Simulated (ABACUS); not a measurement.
# Sn in ABACUS: the effect of dispersion

Crystal: Sn.

```
CELL_PARAMETERS angstrom
0.00000 3.23334 3.23334
3.23334 0.00000 3.23334
3.23334 3.23334 0.00000
ATOMIC_POSITIONS crystal
Sn 0.75000 0.75000 0.75000
Sn 0.50000 0.50000 0.50000
```

This isn't the form of Sn at room conditions, which is tetragonal (white tin).

Alike in all runs:

| Item | Value |
| --- | --- |
| Program | ABACUS 3.10.1 |
| Task | equation of state |
| Functional | PBEsol |
| Potentials or basis | PseudoDojo NC SR 0.4.1 PBE standard |
| Cutoff | 993 eV |
| Density cutoff | 3973 eV |
| Basis | plane waves |
| k mesh | 5 × 5 × 5 |
| Occupations | fermi-dirac, width 0.05 eV |
| Spin | no spin polarisation |

```csv
dispersion,V0 of scaled cells (Å³/atom),B0 (GPa)
none,?,?
D3,34.76,44
D3(BJ),34.18,45
D3(BJ)+ABC,34.26,45
```

Problem. What does the run with dispersion none give?

Solution. V0 of scaled cells 35.28 Å³/atom; B0 42 GPa.

Caveats: the potentials were made for another functional, which shifts forces and pressure.
